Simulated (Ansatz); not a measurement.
Runs of Ansatz 0.2.0 on TaN. The structure is hexagonal, space group P-6m2 (No. 187). Conventional cell: a = 2.938 Å, b = 2.938 Å, c = 2.883 Å, α = 90.00°, β = 90.00°, γ = 120.00°. Ta (site symmetry -6m2) has 6 N at 2.23 Å as nearest neighbours. N (site symmetry -6m2) has 6 Ta at 2.23 Å as nearest neighbours. 

| share of exact exchange | gap on the mesh (eV) | pressure (GPa) |
| --- | --- | --- |
| 0.25 | none | (b) |
| 0.15 | none | -0.5 |
| 0.5 | none | -11.5 |
| 0.2 | none | (a) |
| 0.05 | none | 2.9 |
| 0.1 | none | 1.2 |
| 0.3 | none | -5.3 |
| 0.4 | none | -8.4 |

Alike in all rows: task single point; level HSE06 form with a typed share of exact exchange; potentials or basis Ansatz PAW; no spin polarisation; cell as given; k mesh 5 × 5 × 5; cutoff (eV) 420; smearing fermi-dirac 0.05 eV; the mesh is coarse, so values aren't converged.

**Question.** Fill in the values left out.

**Answer.** (a) -2.1; (b) -3.7.

Caveats: all runs use coarse meshes; the PAW data sets come from PBE, with cores solved anew for the run's functional, which leaves a small shift of forces and pressure; the thresholds are loose for stress.

A k mesh can miss the band edges, and the runs leave out spin-orbit coupling on Ta.

A gap of «none» marks a metal or a gap under the smearing width.
